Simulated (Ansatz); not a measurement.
Relaxed bulk MgO:

```cif
data_structure
_symmetry_space_group_name_H-M 'P 1'
_symmetry_Int_Tables_number 1
_cell_length_a 3.0079
_cell_length_b 3.0079
_cell_length_c 3.0079
_cell_angle_alpha 60.000
_cell_angle_beta 60.000
_cell_angle_gamma 60.000
_cell_volume 19.24
loop_
_atom_site_label
_atom_site_type_symbol
_atom_site_fract_x
_atom_site_fract_y
_atom_site_fract_z
_atom_site_occupancy
Mg1 Mg 0.00000 0.00000 0.00000 1
O1 O 0.50000 0.50000 0.50000 1
```

Miller indices refer to the conventional cell of Fm-3m (No. 225), a = 4.254 Å, b = 4.254 Å, c = 4.254 Å, α = 90.00°, β = 90.00°, γ = 90.00°. The bulk's gap is 4.46 eV.

The (100) slab of 6 planes, 10.6 Å thick with 15 Å of vacuum as cut; outer planes MgO (top) and MgO (bottom).

Level of theory: DFT PBE, scalar-relativistic, plane waves, PAW (Ansatz). Plane waves to 420 eV, a k mesh through Γ of 9×9×1 on the computed 12-atom cell and Gaussian smearing (0.05 eV); no spin polarisation. The cell repeats along c with a dipole correction in the vacuum.

Results for the relaxed slab:

For the relaxed slab, the surface energy (mean of both faces) is 0.88 J/m², the gap of the slab on the mesh is 3.60 eV and the bulk valence band top under the vacuum level is 5.21 eV. The bulk conduction band bottom under the vacuum level is 0.74 eV.

Relaxation lowers the energy by 0.019 J/m² a face; the largest move is 0.025 Å.

```json
{"plane (bottom to top)": "1", "atoms": "MgO", "spacing to next, bulk (Å)": "2.127", "relaxed (Å)": "2.127", "change (%)": "0.0", "rumpling (Å)": "0.049"}
{"plane (bottom to top)": "2", "atoms": "MgO", "spacing to next, bulk (Å)": "2.127", "relaxed (Å)": "2.128", "change (%)": "0.0", "rumpling (Å)": "0.009"}
{"plane (bottom to top)": "3", "atoms": "MgO", "spacing to next, bulk (Å)": "2.127", "relaxed (Å)": "2.126", "change (%)": "0.0", "rumpling (Å)": "0.001"}
{"plane (bottom to top)": "4", "atoms": "MgO", "spacing to next, bulk (Å)": "2.127", "relaxed (Å)": "2.128", "change (%)": "0.0", "rumpling (Å)": "0.001"}
{"plane (bottom to top)": "5", "atoms": "MgO", "spacing to next, bulk (Å)": "2.127", "relaxed (Å)": "2.127", "change (%)": "0.0", "rumpling (Å)": "0.009"}
{"plane (bottom to top)": "6", "atoms": "MgO", "spacing to next, bulk (Å)": "", "relaxed (Å)": "", "change (%)": "", "rumpling (Å)": "0.049"}
```

An odd mesh misses points on the zone edge, so a gap read on it can be too wide.